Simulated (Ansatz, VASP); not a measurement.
## W: VASP beside Ansatz

The input INCAR:

```
SYSTEM = W
PREC = Accurate ; ENCUT = 520
EDIFF = 1E-8 ; ISMEAR = -1
SIGMA = 0.05 ; LREAL = .False.
LASPH = .True. ; NELM = 100
ALGO = Normal ; ISIF = 2
LWAVE = .False. ; LCHARG = .False.
GGA = PE ; LEFG = .True.
NBANDS = 13
```

File KPOINTS:

```
Automatic mesh
0
Gamma
  14 14 14
  0 0 0
```

POSCAR

```
W
1.0
   -0.0203000000      2.0198500000      2.0198500000
    2.0198500000     -0.0203000000      2.0198500000
    2.0198500000      2.0198500000     -0.0203000000
W
1
Direct
    0.0000000000      0.0000000000      0.0000000000
```

Input for Ansatz:

```yaml
crystal:
  lattice:
    - [-0.0203, 2.01985, 2.01985]
    - [2.01985, -0.0203, 2.01985]
    - [2.01985, 2.01985, -0.0203]
  atoms:
    - { symbol: W, position: [0.0, 0.0, 0.0] }
kpoints:
  mp_grid: { grid: [14, 14, 14] }
scf:
  occupations: { method: fermi_dirac, width: 0.05 }
hamiltonian:
  xc: pbe
  pseudopotentials: { kind: paw }
output:
  forces: true
  stress: true
  eigenvalues: true
  efg: { contact_densities: true }
```

Change from the starting cell: equal xy, yz and zx shear strains of -1 %, PAW files.

Alike in both runs: task electric field gradients; functional PBE; k mesh 14 × 14 × 14; occupations fermi-dirac, width 0.05 eV; no spin polarisation.

|  | VASP | Ansatz |
| --- | --- | --- |
| version | VASP 6.6.1 | Ansatz 0.2.0 |
| potentials or method | VASP PAW PBE potentials, release 64 (W_sv) | PAW with Ansatz's default frozen-core files, scalar-relativistic |
| plane-wave cutoff (eV) | 520 | 420 |
| valence electrons in the cell | 14 | 14 |

|  | VASP | Ansatz | Ansatz less VASP |
| --- | --- | --- | --- |
| pressure (GPa) | -4.2 | -4.6 | -0.43 |
| largest component of the traceless stress (GPa) | 1.71 | 1.69 | -0.025 |
| Vzz of the field gradient on the site that differs most (V/Å²) | -6.9 | -9.7 | -2.74 |

The functional is the same, so the differences come from potentials, cutoffs and numerics. Ansatz warned: «gradients_without_spin_orbit».

The runs have no spin-orbit coupling, so splittings on W are missing.
